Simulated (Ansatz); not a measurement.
AlAu in Ansatz: the effect of functional

The system is AlAu.

```
Au Al
1.0
     3.20230    0.00000    0.00000
     0.00000    3.20230    0.00000
     0.00000    0.00000    3.20230
Au Al
1 1
Cartesian
  1.6012 1.6012 1.6012
  0.0000 0.0000 0.0000
```

The cell comes from a database or a generator and needn't be the stable form of this composition.

The cell isn't the ideal one: volume scaled by 0.98.

Alike in all runs:

| Item | Value |
| --- | --- |
| Program | Ansatz 0.2.0 |
| Task | single point |
| Potentials or basis | Ansatz PAW |
| k mesh | 8 × 8 × 8 |
| Occupations | fermi-dirac, width 0.05 eV |
| Spin | no spin polarisation |

| functional | cutoff | pressure (GPa) |
| --- | --- | --- |
| LDA | 420 eV (not typed: the program's choice for these potentials) | ? |
| PBEsol | 420 eV (not typed: the program's choice for these potentials) | -3.0 |
| r2SCAN | 500 eV (not typed: the program's choice for these potentials) | -2.7 |

Question: What does the run with functional LDA give?

Answer: Pressure -6.0 GPa.

Caveats: the PAW data sets come from PBE, with cores solved anew for the run's functional, which leaves a small shift of forces and pressure.
